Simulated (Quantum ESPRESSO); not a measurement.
**Ag: phonon spectrum and thermodynamics under several settings**

```
CELL_PARAMETERS angstrom
0.00000 2.04275 2.04275
2.04275 0.00000 2.04275
2.04275 2.04275 0.00000
ATOMIC_POSITIONS crystal
Ag 0.00000 0.00000 0.00000
```

All runs used Quantum ESPRESSO 7.5; k mesh 12 × 12 × 12; relaxed cell; no spin polarisation; occupations cold, width 0.2 eV; q mesh 2 × 2 × 2.

```csv
level,potentials,cutoff (eV),volume (Å³/atom),pressure (GPa),highest frequency (cm⁻¹),zero-point energy (meV/atom),entropy at room temperature (k_B/atom)
LDA,PseudoDojo 0.4.1 SR LDA standard,1170,16.03,0.0,190,22.7,4.80
PBE,PseudoDojo 0.4.1 SR PBE standard,1116,?,0.2,?,?,?
PBEsol,PseudoDojo 0.4.1 SR PBEsol standard,1116,16.67,-0.1,178,21.2,5.01
```

**Question.** What stands in the row left open?

**Answer.** Volume 17.80 Å³/atom; highest frequency 161 cm⁻¹; zero-point energy 19.4 meV/atom; entropy at room temperature 5.26 k_B/atom.

For the row left open. Caveat: the q mesh is small, so phonon branches between its points and thermal values are rough.
